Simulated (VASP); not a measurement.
# AlN (Fm-3m) in VASP: a series of runs

Aim: see how the results for AlN move with the level of theory and the settings. Levels: r2SCAN+D4, PBE. Tasks: single point, relaxation of cell and atoms.

The COD entry that gives the cell may itself be a prediction, so a difference from it is no test against experiment.

All numbers are computed with VASP 6.6.1; they aren't measurements. Logs are shortened: lines on timing, memory, paths and dates and some standing lists are left out, and cuts for length are marked.

## Step 1: The structure

It takes space group Fm-3m (No. 225, cubic). Conventional cell: a = 4.026 Å, b = 4.026 Å, c = 4.026 Å, α = 90.00°, β = 90.00°, γ = 90.00°. Around Al (site symmetry m-3m) lie 6 N at 2.01 Å. N (site symmetry m-3m) has 6 Al at 2.01 Å as nearest neighbours.

Measurements of this composition are mostly on another form, of space group No. 186.

## Step 2: Single point, r2SCAN+D4

POSCAR reads:

```
AlN
1.0
    0.0000000000      2.0129799312      2.0129799312
    2.0129799312      0.0000000000      2.0129799312
    2.0129799312      2.0129799312      0.0000000000
Al N
1 1
Direct
    0.0000000000      0.0000000000      0.0000000000
    0.5000000000      0.5000000000      0.5000000000
```

INCAR.step1 reads:

```
SYSTEM = AlN
ALGO = Normal ; EDIFF = 1E-4
ENCUT = 520 ; GGA = PE
ISMEAR = 0 ; LASPH = .TRUE.
LCHARG = .FALSE. ; LREAL = .FALSE.
LWAVE = .TRUE. ; NBANDS = 11
NELM = 100 ; PREC = Accurate
SIGMA = 0.01
```

INCAR.step2 reads:

```
SYSTEM = AlN
ALGO = Normal ; EDIFF = 1E-6
ENCUT = 520 ; ISIF = 2
ISMEAR = 0 ; ISTART = 1
IVDW = 13 ; LASPH = .TRUE.
LCHARG = .FALSE. ; LMIXTAU = .TRUE.
LREAL = .FALSE. ; LWAVE = .FALSE.
METAGGA = R2SCAN ; NBANDS = 11
NELM = 100 ; PREC = Accurate
SIGMA = 0.01 ; VDW_A1 = 0.51559235
VDW_A2 = 5.77342911 ; VDW_S6 = 1.0
VDW_S8 = 0.6018749
```

KPOINTS reads:

```
k-points
0
G
  8 8 8
  0 0 0
```

Potentials or basis: VASP PAW PBE potentials, release 64 (Al, N).

Started as:

```bash
cat potpaw_PBE.64/Al/POTCAR potpaw_PBE.64/N/POTCAR > POTCAR
cp INCAR.step1 INCAR
mpirun -np 1 vasp_std > vasp.out
cp INCAR.step2 INCAR
mpirun -np 1 vasp_std > vasp.out
```

OUTCAR:

```text
SYSTEM = AlN
   EDIFF = 1E-6
   ENCUT = 520
   ISIF = 2
   ISMEAR = 0
   ISTART = 1
   IVDW = 13
   LASPH = .TRUE.
   LREAL = .FALSE.
   METAGGA = R2SCAN
   NELM = 100
   PREC = Accurate

 ion  position               nearest neighbor table
   1  0.000  0.000  0.000-   2 2.01   2 2.01   2 2.01   2 2.01   2 2.01   2 2.01
   2  0.500  0.500  0.500-   1 2.01   1 2.01   1 2.01   1 2.01   1 2.01   1 2.01

  LATTYP: Found a face centered cubic cell.
 ALAT       =     4.0259598624

  Lattice vectors:

 A1 = (   0.0000000000,   2.0129799312,   2.0129799312)
 A2 = (   2.0129799312,   0.0000000000,   2.0129799312)
 A3 = (   2.0129799312,   2.0129799312,   0.0000000000)

Analysis of symmetry for initial positions (statically):
=====================================================================
 Subroutine PRICEL returns:
 Original cell was already a primitive cell.

 Routine SETGRP: Setting up the symmetry group for a
 face centered cubic supercell.

 Subroutine GETGRP returns: Found 48 space group operations
 (whereof 48 operations were pure point group operations)
 out of a pool of 48 trial point group operations.

The static configuration has the point symmetry O_h .

Analysis of symmetry for dynamics (positions and initial velocities):
=====================================================================
 Subroutine PRICEL returns:
 Original cell was already a primitive cell.

 Routine SETGRP: Setting up the symmetry group for a
 face centered cubic supercell.

 Subroutine GETGRP returns: Found 48 space group operations
 (whereof 48 operations were pure point group operations)
 out of a pool of 48 trial point group operations.

The dynamic configuration has the point symmetry O_h .

 Subroutine INISYM returns: Found 48 space group operations
 (whereof 48 operations are pure point group operations),
 and found     1 'primitive' translations

----------------------------------------------------------------------------------------

                                     Primitive cell

  volume of cell :      16.3135

  direct lattice vectors                    reciprocal lattice vectors
     0.000000000  2.012979931  2.012979931    -0.248387971  0.248387971  0.248387971
     2.012979931  0.000000000  2.012979931     0.248387971 -0.248387971  0.248387971
     2.012979931  2.012979931  0.000000000     0.248387971  0.248387971 -0.248387971

  length of vectors
     2.846783519  2.846783519  2.846783519     0.430220585  0.430220585  0.430220585

  position of ions in fractional coordinates (direct lattice)
     0.000000000  0.000000000  0.000000000
     0.500000000  0.500000000  0.500000000

  ion indices of the primitive-cell ions
   primitive index   ion index
                 1           1
                 2           2

----------------------------------------------------------------------------------------

 KPOINTS: k-points

Automatic generation of k-mesh.
 Grid dimensions read from file:
 generate k-points for:    8    8    8

 Generating k-lattice:

  Cartesian coordinates                     Fractional coordinates (reciprocal lattice)
    -0.031048496  0.031048496  0.031048496     0.125000000  0.000000000  0.000000000
     0.031048496 -0.031048496  0.031048496     0.000000000  0.125000000  0.000000000
     0.031048496  0.031048496 -0.031048496     0.000000000  0.000000000  0.125000000

  Length of vectors
     0.053777573  0.053777573  0.053777573

  Shift w.r.t. Gamma in fractional coordinates (k-lattice)
     0.000000000  0.000000000  0.000000000

 Subroutine IBZKPT returns following result:
 ===========================================

 Found     29 irreducible k-points:

 Following reciprocal coordinates:
            Coordinates               Weight
  0.000000  0.000000  0.000000      1.000000
  0.125000  0.000000  0.000000      8.000000
  0.250000  0.000000  0.000000      8.000000
  0.375000  0.000000  0.000000      8.000000
  0.500000  0.000000  0.000000      4.000000
  0.125000  0.125000  0.000000      6.000000
[... 16 lines left out ...]
[... 43 lines left out ...]
  ---------------------------------------------------
  ext. energy  EPLUGINS =         0.00000000
  ---------------------------------------------------
  free energy    TOTEN  =       -18.89607044 eV

  energy without entropy =      -18.89607044  energy(sigma->0) =      -18.89607044

 E-fermi :  10.0105     XC(G=0): -12.9428

 val. band max:        9.9401332738   @ k =   0.0000   0.0000   0.0000
 cond. band min:      15.5557062792   @ k =   0.5000   0.5000   0.0000
 fundamental gap:      5.6155730053
 Fermi energy:        10.0104623672

 k-point     1 :       0.0000    0.0000    0.0000
  band No.  band energies     occupation
      1      -8.5802      2.00000
      2       9.9401      2.00000
      3       9.9401      2.00000
      4       9.9401      2.00000
      5      16.6513      0.00000
      6      22.8956      0.00000
      7      22.8956      0.00000
      8      22.8956      0.00000
      9      28.6169      0.00000
     10      28.6169      0.00000
     11      28.7187      0.00000

 k-point     2 :       0.1250    0.0000    0.0000
  band No.  band energies     occupation
      1      -8.2514      2.00000
      2       8.4156      2.00000
      3       9.7378      2.00000
      4       9.7378      2.00000
      5      17.5077      0.00000
      6      21.8408      0.00000
      7      23.3656      0.00000
      8      23.3656      0.00000
      9      26.9444      0.00000
     10      26.9444      0.00000
     11      29.8041      0.00000

 k-point     3 :       0.2500    0.0000    0.0000
  band No.  band energies     occupation
      1      -7.3207      2.00000
      2       5.4724      2.00000
      3       9.2965      2.00000
      4       9.2965      2.00000
      5      17.7582      0.00000
      6      22.2256      0.00000
      7      23.2468      0.00000
      8      23.2468      0.00000
      9      27.2466      0.00000
     10      27.2466      0.00000
     11      28.7662      0.00000
[... 267 lines left out ...]
 k-point    23 :       0.5000    0.2500    0.1250
  band No.  band energies     occupation
      1      -5.4195      2.00000
      2       3.2845      2.00000
      3       6.3334      2.00000
      4       8.1288      2.00000
      5      19.2463      0.00000
      6      20.1511      0.00000
      7      21.8728      0.00000
      8      24.4495      0.00000
      9      28.2295      0.00000
     10      31.5750      0.00000
     11      33.5072      0.00000

 k-point    24 :      -0.3750    0.2500    0.1250
  band No.  band energies     occupation
      1      -4.7840      2.00000
      2       2.3175      2.00000
      3       6.0959      2.00000
      4       7.8567      2.00000
      5      19.3108      0.00000
      6      19.5544      0.00000
      7      23.5283      0.00000
      8      23.9145      0.00000
      9      29.3925      0.00000
     10      30.5671      0.00000
     11      33.9840      0.00000

 [... further k-points ...]

------------------------ aborting loop because EDIFF is reached ----------------------------------------

  DFT-D4 for vdW energy calculation

  Edisp (eV):   -0.27878

  FORCE on cell =-STRESS in cart. coord.  units (eV):
  Direction    XX          YY          ZZ          XY          YZ          ZX
  --------------------------------------------------------------------------------------
  -------------------------------------------------------------------------------------
  Total      -0.08918    -0.08918    -0.08918     0.00000     0.00000    -0.00000
  in kB      -8.75814    -8.75814    -8.75814     0.00000     0.00000    -0.00000
  external pressure =       -8.76 kB  Pullay stress =        0.00 kB

 VOLUME and BASIS-vectors are now :
 -----------------------------------------------------------------------------
  energy-cutoff  :      520.00
  volume of cell :       16.31
      direct lattice vectors                 reciprocal lattice vectors
     0.000000000  2.012979931  2.012979931    -0.248387971  0.248387971  0.248387971
     2.012979931  0.000000000  2.012979931     0.248387971 -0.248387971  0.248387971
     2.012979931  2.012979931  0.000000000     0.248387971  0.248387971 -0.248387971

 POSITION                                       TOTAL-FORCE (eV/Angst)
 -----------------------------------------------------------------------------------
      0.00000      0.00000      0.00000         0.000000      0.000000      0.000000
      2.01298      2.01298      2.01298        -0.000000     -0.000000     -0.000000
 -----------------------------------------------------------------------------------
    total drift:                               -0.000000     -0.000000      0.000000

  FREE ENERGIE OF THE ION-ELECTRON SYSTEM (eV)
  ---------------------------------------------------
  free  energy   TOTEN  =       -19.1748519708 eV

  energy  without entropy=      -19.1748519708  energy(sigma->0) =      -19.17485197
```

Run time: 18 s. Hardware: 1 thread of Intel Xeon Platinum 8259CL at 2.50GHz (Skylake/Cascade Lake), shared host; peak memory 0.14 GiB.

Results:

| Quantity | Value |
| --- | --- |
| Free energy | -19.1749 eV |
| Pressure | -0.9 GPa |
| Band gap on the k mesh | 5.62 eV, indirect (least direct gap 6.71 eV) |
| Dispersion energy per atom | -0.139 eV |

Levels at points of the mesh, in eV from the valence-band top:
| k point | band 2 | band 3 | band 4 | band 5 | band 6 | band 7 |
| --- | --- | --- | --- | --- | --- | --- |
| (0.00, 0.00, 0.00) | 0.00 | 0.00 | 0.00 | 6.71 | 12.96 | 12.96 |
| (0.50, 0.00, 0.00) | -8.53 | -1.18 | -1.18 | 6.99 | 12.01 | 12.01 |
| (0.50, 0.50, 0.00) | -7.63 | -2.93 | -2.93 | 5.62 | 5.96 | 15.54 |

Caveat: the PAW data sets were made with another functional, which shifts forces and pressure a little. A k mesh can miss the band edges.

## Step 3: Relaxation of cell and atoms, r2SCAN+D4

This run uses another cell than the first one, of 7.63 Å³/atom, 0.936 times its volume.

POSCAR reads:

```
AlN
1.0
    0.0000000000      1.9690000000      1.9690000000
    1.9690000000      0.0000000000      1.9690000000
    1.9690000000      1.9690000000      0.0000000000
Al N
1 1
Direct
    0.0000000000      0.0000000000      0.0000000000
    0.5000000000      0.5000000000      0.5000000000
```

INCAR.step1 reads:

```
SYSTEM = AlN
PREC = Accurate ; ENCUT = 600
ISMEAR = 0 ; SIGMA = 0.01
LREAL = .False. ; LASPH = .True.
NELM = 100 ; GGA = PE
ALGO = Normal ; EDIFF = 1E-4
LWAVE = .True. ; LCHARG = .False.
```

INCAR.step2 reads:

```
SYSTEM = AlN
PREC = Accurate ; ENCUT = 600
EDIFF = 1E-6 ; ISMEAR = 0
SIGMA = 0.01 ; LREAL = .False.
LASPH = .True. ; NELM = 100
ALGO = Normal ; ISIF = 3
LWAVE = .False. ; LCHARG = .False.
METAGGA = R2SCAN ; LMIXTAU = .True.
IVDW = 13 ; VDW_S6 = 1.0
VDW_S8 = 0.6018749 ; VDW_A1 = 0.51559235
VDW_A2 = 5.77342911 ; IBRION = 2
NSW = 80 ; EDIFFG = -0.01
ISTART = 1
```

KPOINTS reads:

```
Automatic mesh
0
Gamma
  8 8 8
  0 0 0
```

Potentials or basis: VASP PAW PBE potentials, release 64 (Al, N).

Started as:

```bash
cat potpaw_PBE.64/Al/POTCAR potpaw_PBE.64/N/POTCAR > POTCAR
cp INCAR.step1 INCAR
mpirun -np 1 vasp_std > vasp.out
cp INCAR.step2 INCAR
mpirun -np 1 vasp_std > vasp.out
```

It took 51 s on 1 thread of Intel Xeon Platinum 8259CL at 2.50GHz (Skylake/Cascade Lake), shared host; peak memory 0.14 GiB.

It converged, with:

```
Free energy                            : -19.1747 eV
Relaxed volume                         : 8.14 Å³/atom
Relaxed cell                           : a = 2.845 Å, b = 2.845 Å, c = 2.845 Å, α = 60.00°, β = 60.00°, γ = 60.00°
Space group after relaxing (to 0.05 Å) : Fm-3m (No. 225)
Energy gained by relaxing              : 30.5 meV/atom
Ionic steps                            : 3
Pressure after relaxing                : -0.2 GPa
Band gap on the k mesh                 : 5.63 eV, indirect (least direct gap 6.74 eV)
Dispersion energy per atom             : -0.140 eV
```

Step by step:
```tsv
step	energy change (eV)	largest force (eV/Å)	pressure (GPa)	volume (Å³)
1	0.0000	0.0000	20.51	15.27
2	0.0154	0.0000	-18.21	17.53
3	-0.0610	0.0000	-0.17	16.29
```

Final structure:
```yaml
crystal:
  lattice:
    - [0.00000, 2.01181, 2.01181]
    - [2.01181, 0.00000, 2.01181]
    - [2.01181, 2.01181, 0.00000]
  atoms:
    - { symbol: Al, position: [0.00000, 0.00000, 0.00000] }
    - { symbol: N, position: [0.50000, 0.50000, 0.50000] }
```

Levels at points of the mesh, in eV from the valence-band top:
| k point | band 2 | band 3 | band 4 | band 5 | band 6 | band 7 |
| --- | --- | --- | --- | --- | --- | --- |
| (0.00, 0.00, 0.00) | 0.00 | 0.00 | 0.00 | 6.74 | 12.96 | 12.96 |
| (0.50, 0.00, 0.00) | -8.54 | -1.18 | -1.18 | 7.01 | 12.03 | 12.03 |
| (0.50, 0.50, 0.00) | -7.65 | -2.93 | -2.93 | 5.63 | 5.96 | 15.56 |

Caveat: the PAW data sets were made with another functional, which shifts forces and pressure a little. A k mesh can miss the band edges.

## Step 4: Single point, PBE

This run uses another cell than the first one, of 8.43 Å³/atom, 1.033 times its volume.

INCAR reads:

```
ALGO = Fast
EDIFF = 1E-7
ENCUT = 520
GGA = PE
ISIF = 2
ISMEAR = 0
LASPH = True
LCHARG = False
LREAL = False
LWAVE = False
NBANDS = 11
NELM = 100
PREC = Accurate
SIGMA = 0.01
```

KPOINTS reads:

```
k-points
0
Gamma
  8 8 8
```

POSCAR reads:

```
AlN
1.0
    0.0000000000      2.0351776775      2.0351776775
    2.0351776775      0.0000000000      2.0351776775
    2.0351776775      2.0351776775      0.0000000000
Al N
1 1
Direct
    0.0000000000      0.0000000000      0.0000000000
    0.5000000000      0.5000000000      0.5000000000
```

Started as:

```bash
cat potpaw_PBE.64/Al/POTCAR potpaw_PBE.64/N/POTCAR > POTCAR
mpirun -np 1 vasp_std > vasp.out
```

It took 6.3 s on 1 thread of Intel Xeon Platinum 8259CL at 2.50GHz (Skylake/Cascade Lake), shared host; peak memory 0.13 GiB.

It converged, with:

* Free energy: -14.5455 eV
* Pressure: -0.2 GPa
* Band gap on the k mesh: 4.41 eV, indirect (least direct gap 5.39 eV)

Levels at points of the mesh, in eV from the valence-band top:
```csv
k point,band 1,band 2,band 3,band 4,band 5,band 6,band 7,band 8,band 9
"(0.00, 0.00, 0.00)",-17.37,0.00,0.00,0.00,5.39,12.10,12.10,12.10,17.19
"(0.50, 0.00, 0.00)",-14.19,-8.18,-1.04,-1.04,6.01,10.84,10.84,13.00,15.88
"(0.50, 0.50, 0.00)",-13.24,-7.25,-2.75,-2.75,4.41,5.34,13.81,16.93,16.93
```

## Step 5: Relaxation of cell and atoms, PBE

This run uses another cell than the first one, of 7.63 Å³/atom, 0.936 times its volume.

INCAR reads:

```
PREC     = Accurate       # precision mode
ENCUT    = 600            # plane-wave cutoff, eV
EDIFF    = 1E-7           # SCF threshold, eV
ISMEAR   = 0              # smearing method
SIGMA    = 0.01           # smearing width, eV
LREAL    = False          # projectors in reciprocal space
LASPH    = True           # aspherical terms in the spheres
NELM     = 100            # most SCF steps
ALGO     = Normal         # electronic algorithm
ISIF     = 3              # what is computed and relaxed
LWAVE    = False          # write WAVECAR
LCHARG   = False          # write CHGCAR
GGA      = PE             # functional
IBRION   = 2              # ionic algorithm
NSW      = 80             # ionic steps
EDIFFG   = -0.01          # ionic threshold
```

KPOINTS reads:

```
regular mesh
0
Gamma
  8 8 8
```

POSCAR reads:

```
AlN
1.0
    0.0000000000      1.9690000000      1.9690000000
    1.9690000000      0.0000000000      1.9690000000
    1.9690000000      1.9690000000      0.0000000000
Al N
1 1
Direct
    0.0000000000      0.0000000000      0.0000000000
    0.5000000000      0.5000000000      0.5000000000
```

Started as:

```bash
cat potpaw_PBE.64/Al/POTCAR potpaw_PBE.64/N/POTCAR > POTCAR
mpirun -np 1 vasp_std > vasp.out
```

Run time: 11 s. Hardware: 1 thread of Intel Xeon Platinum 8259CL at 2.50GHz (Skylake/Cascade Lake), shared host; peak memory 0.13 GiB.

The run converged. Its results:

| Property | Result |
| --- | --- |
| Free energy | -14.5448 eV |
| Relaxed volume | 8.42 Å³/atom |
| Relaxed cell | a = 2.877 Å, b = 2.877 Å, c = 2.877 Å, α = 60.00°, β = 60.00°, γ = 60.00° |
| Space group after relaxing (to 0.05 Å) | Fm-3m (No. 225) |
| Energy gained by relaxing | 67.7 meV/atom |
| Ionic steps | 4 |
| Pressure after relaxing | 0.1 GPa |
| Band gap on the k mesh | 4.43 eV, indirect (least direct gap 5.41 eV) |

The path:
| step | energy change (eV) | largest force (eV/Å) | pressure (GPa) | volume (Å³) |
| --- | --- | --- | --- | --- |
| 1 | 0.0000 | 0.0000 | 29.98 | 15.27 |
| 2 | -0.0073 | 0.0000 | -20.86 | 18.65 |
| 3 | -0.1354 | 0.0000 | -0.40 | 16.87 |
| 4 | -0.1354 | 0.0000 | 0.10 | 16.83 |

Final structure:
```yaml
crystal:
  lattice:
    - [0.00000, 2.03412, 2.03412]
    - [2.03412, 0.00000, 2.03412]
    - [2.03412, 2.03412, 0.00000]
  atoms:
    - { symbol: Al, position: [0.00000, 0.00000, 0.00000] }
    - { symbol: N, position: [0.50000, 0.50000, 0.50000] }
```

Levels at points of the mesh, in eV from the valence-band top:
```tsv
k point	band 1	band 2	band 3	band 4	band 5	band 6	band 7	band 8
(0.00, 0.00, 0.00)	-17.39	0.00	0.00	0.00	5.41	12.11	12.11	12.11
(0.50, 0.00, 0.00)	-14.20	-8.19	-1.04	-1.04	6.02	10.85	10.85	13.02
(0.50, 0.50, 0.00)	-13.24	-7.26	-2.75	-2.75	4.43	5.33	13.82	16.96
```

Caveat: the volume moved by +10 % from the deposited cell, more than functionals usually miss.

## Step 6: Summary

| task | level | cell | cutoff (eV) | gap on the mesh (eV) | pressure (GPa) | relaxed volume (Å³/atom) |
| --- | --- | --- | --- | --- | --- | --- |
| single point | r2SCAN+D4 | Fm-3m, 8.16 Å³/atom | 520 | 5.62 | -0.9 | - |
| relaxation of cell and atoms | r2SCAN+D4 | relaxed | 600 | 5.63 | -0.2 | 8.14 |
| single point | PBE | Fm-3m, 8.43 Å³/atom | 520 | 4.41 | -0.2 | - |
| relaxation of cell and atoms | PBE | relaxed | 600 | 4.43 | 0.1 | 8.42 |

Alike in all rows: potentials or basis VASP PAW PBE potentials, release 64 (Al, N); no spin polarisation; k mesh 8 × 8 × 8; smearing gaussian 0.01 eV.

Caveats: the PAW data sets were made with another functional, which shifts forces and pressure a little (some runs); the volume moved by +10 % from the deposited cell, more than functionals usually miss (some runs).

Absolute energies hang on the potentials; compare differences alone.
